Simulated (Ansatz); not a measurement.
# Ni: equation of state with PBEsol

The system is Ni.

```
CELL_PARAMETERS angstrom
2.44802 0.00000 0.00000
-1.22401 2.12005 0.00000
0.00000 0.00000 4.07281
ATOMIC_POSITIONS crystal
Ni 0.66667 0.33333 0.75000
Ni 0.33333 0.66667 0.25000
```

This isn't the form of Ni at room conditions, which is fcc.

```yaml
Program: Ansatz 0.2.0
Task: equation of state
Functional: PBEsol
Potentials_or_basis: all-electron LAPW, scalar-relativistic
Basis_error_allowed: 0.001 eV/atom
k_mesh: 12 × 12 × 7
Occupations: fermi-dirac, width 0.05 eV
Spin: collinear spin, ferromagnetic start
Starting_moments: "[1.0, 1.0] μB"
```

* Equilibrium volume: 10.42 Å³/atom
* Bulk modulus at fixed shape and positions: 226 GPa
* Pressure derivative of the bulk modulus: 4.8

Energy against volume, from the lowest point:
| volume (Å³/atom) | energy (meV/atom) |
| --- | --- |
| 9.935 | 17.44 |
| 10.146 | 5.18 |
| 10.357 | 0.00 |
| 10.569 | 1.11 |
| 10.780 | 7.81 |
| 10.992 | 19.48 |
| 11.203 | 35.57 |

All runs of the series together: 4.2 min on 2 threads of AMD EPYC 7R43 64-Core Processor (Zen 3), on a shared host.

Caveat: the cell was scaled at fixed shape and fractional positions, which overstates the stiffness of a crystal with free parameters, most of all of layers and chains.
